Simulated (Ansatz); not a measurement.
Input of an Ansatz 0.2.0 run:

The input input.yaml:

```yaml
crystal:
  lattice:
    - [2.4705617809, 0.0, 0.0]
    - [-1.2352808905, 2.1395692639, 0.0]
    - [0.0, 0.0, 8.0882338]
  atoms:
    - { symbol: Co, position: [0.666292, 0.326734, 0.742874], spin: 2.0 }
    - { symbol: Co, position: [-0.01058, 0.002001, 0.496243], spin: 2.0 }
    - { symbol: Co, position: [0.347506, 0.695356, 0.254161], spin: 2.0 }
    - { symbol: Co, position: [0.016481, -0.001814, -0.006647], spin: 2.0 }
kpoints:
  mp_grid: { grid: [12, 12, 4] }
scf:
  occupations: { method: fermi_dirac, width: 0.05 }
hamiltonian:
  xc: pbe
  pseudopotentials: { kind: all_electron, lapw: { basis_error: 0.001 } }
magnetization:
  spin_polarized: true
output:
  forces: true
  stress: true
  eigenvalues: true
  populations: true
```

Potentials or basis: all-electron LAPW, scalar-relativistic.

The run is started by

```bash
$ ansatz run input.yaml --threads 4 --pin off --max-ram 12288MiB --backend cpu --events-out ev --progress --plain --runs-dir out
```

Problem. What does it give for the pressure?

Solution. 5.1 GPa.

Problem. What does it give for the largest force?

Solution. 0.745 eV/Å.

Forces on the atoms (eV/Å):
```
Co   0.003  0.055  0.395
Co   0.106  0.052  0.089
Co  -0.003 -0.145 -0.731
Co  -0.107  0.038  0.247
```
